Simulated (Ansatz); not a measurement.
**FeO in Ansatz: the effect of starting spin order**

Crystal: FeO.

```
Fe O
1.0
     2.61247    0.00000    0.00000
     0.00000    2.61247    0.00000
     0.00000    0.00000    2.61247
Fe O
1 1
Cartesian
  0.0000 0.0000 0.0000
  1.3062 1.3062 1.3062
```

The cell comes from a database or a generator and needn't be the stable form of this composition.

Alike in all runs:

| Item | Value |
| --- | --- |
| Program | Ansatz 0.2.0 |
| Task | single point |
| Functional | PBE |
| Potentials or basis | Ansatz PAW |
| Cutoff | 420 eV (not typed: the program's choice for these potentials) |
| k mesh | 10 × 10 × 10 |
| Occupations | fermi-dirac, width 0.05 eV |

```tsv
starting spin order	spin	starting moments	energy over the lowest run (meV/atom)	final net moment (μB)	final largest site moment (μB)
spin off	no spin polarisation	-	?	?	?
fm	collinear spin, ferromagnetic start	[3.0, 0.0] μB	0.0	4.00	3.44
random	collinear spin, random start	[-2.68, 0.0] μB	0.0	-4.00	3.44
ferromagnetic start, larger moments	collinear spin, ferromagnetic start	[4.5, 0.0] μB	0.0	4.00	3.44
```

**Question.** What does the run with starting spin order spin off give?

**Answer.** Energy over the lowest run 623.2 meV/atom; final net moment 0.00 μB; final largest site moment 0.00 μB.

Caveats: a cell with one magnetic atom can't hold antiferromagnetic order, which such compounds often take (some runs).
